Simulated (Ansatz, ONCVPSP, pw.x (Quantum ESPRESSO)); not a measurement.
pw.x on fcc Cl: one setting changed

Potential: optimised norm-conserving Vanderbilt (ONCV), ONCVPSP 4.0.1.1 (patched build), PBE; core [Ne], reference 3s2 3p5; waves: 3s: rc 1.30 bohr, ncon 5, nbas 10, qcut 6.2 1/bohr, 2 projectors, debl 2 Ha; 3p: rc 1.30 bohr, ncon 4, nbas 8, qcut 6.9 1/bohr, 2 projectors, debl 1.1 Ha; d scattering state at 0.38 Ha: rc 1.25 bohr, ncon 4, nbas 8, qcut 9.2 1/bohr, 3 projectors, debl 3.7 Ha; local part: polynomial inside 1.10 bohr (lpopt 3, dvloc0 0 Ha); core correction: polynomial model core, fcfact 0.2.

The reference run (k-mesh 13³, cutoffs 50/200 Ry, Fermi–Dirac 0.01 Ry, mixing_beta 0.4, conv_thr 1e-9, no spin) gives -0.03 GPa at 21.767 Å³/atom, where all-electron LAPW gives -0.06 GPa. This run, with its own iteration cap, changes occupations to fixed, a wrong or extreme entry chosen on purpose.

```
&control
  calculation='scf', prefix='x', pseudo_dir='./', outdir='./tmp', tstress=.true., disk_io='none'
/
&system
  ibrav=0, nat=1, ntyp=1, ecutwfc=50, ecutrho=200, nbnd=11,
  occupations='fixed'
/
&electrons
  conv_thr=1e-09, mixing_beta=0.4, electron_maxstep=70
/
ATOMIC_SPECIES
Cl 1.0 Cl.UPF
CELL_PARAMETERS angstrom
  0.00000000 2.21610089 2.21610089
  2.21610089 0.00000000 2.21610089
  2.21610089 2.21610089 0.00000000
ATOMIC_POSITIONS crystal
Cl 0.0000 0.0000 0.0000
K_POINTS automatic
13 13 13 0 0 0
```

```bash
pw.x < Cl.scf.in > Cl.scf.out
```

Problem. How does the run end?

Solution. It stops with "electrons: charge is wrong: smearing is needed".

```
Message from routine setup:
     the system is metallic, specify occupations
     Message from routine setup:
     using ibrav=0 with symmetry is DISCOURAGED, use correct ibrav instead
     lattice parameter (alat)  =       5.9225  a.u.
     unit-cell volume          =     146.8910 (a.u.)^3
     number of electrons       =         7.00
     number of Kohn-Sham states=           11
     kinetic-energy cutoff     =      50.0000  Ry
     charge density cutoff     =     200.0000  Ry
     scf convergence threshold =      1.0E-09
     Exchange-correlation= PBE
     number of k points=    84
     iteration #  1     ecut=    50.00 Ry     beta= 0.40
     Error in routine electrons (1):
     charge is wrong: smearing is needed
```

The run took about 5.5 s on one core of a shared host (Neoverse-N1, 64 threads, 124 GiB, load 59).
